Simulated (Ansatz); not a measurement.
Crystal: MnS.

```
Mn S
1.0
     0.00000    2.47346    2.47346
     2.47346    0.00000    2.47346
     2.47346    2.47346    0.00000
Mn S
1 1
Cartesian
  0.0000 0.0000 0.0000
  3.7102 3.7102 3.7102
```

The cell is a database's computed one.

| Item | Value |
| --- | --- |
| Program | Ansatz 0.2.0 |
| Task | relaxation of cell and atoms |
| Functional | PBE |
| Potentials or basis | Ansatz PAW |
| Cutoff | 420 eV (not typed: the program's choice for these potentials) |
| k mesh | 9 × 9 × 9 |
| Occupations | fermi-dirac, width 0.05 eV |
| Spin | collinear spin, ferromagnetic start |
| Starting moments | [4.0, 0.0] μB |

At the start: volume 15.13 Å³/atom.

Q: How do energy, volume and symmetry change on relaxing?

A: It ends after 4 steps and the volume is 15.45 Å³/atom (+2.1 %); space group F-43m (No. 216, to 0.05 Å); moment 0.24 μB per cell.

Step by step:
| step | energy change (eV) | largest force (eV/Å) | volume (Å³) |
| --- | --- | --- | --- |
| 1 | 0.0000 | 0.0000 | 30.27 |
| 2 | -0.0049 | 0.0000 | 30.66 |
| 3 | -0.0057 | 0.0000 | 30.90 |
| 4 | -0.0058 | 0.0000 | 30.90 |

Final structure:
```xyz
2
Lattice="0.0000 2.4907 2.4907 2.4907 0.0000 2.4907 2.4907 2.4907 0.0000" Properties=species:S:1:pos:R:3 pbc="T T T"
Mn    0.0000    0.0000    0.0000
S     3.7360    3.7360    3.7360
```

Caveat: the plane-wave basis is chosen anew once the cell has moved, so the energies of steps on either side of that aren't comparable; the moment fell far below its start of 4 μB, so a state of higher moment may lie lower in energy; the starting moments weren't kept.
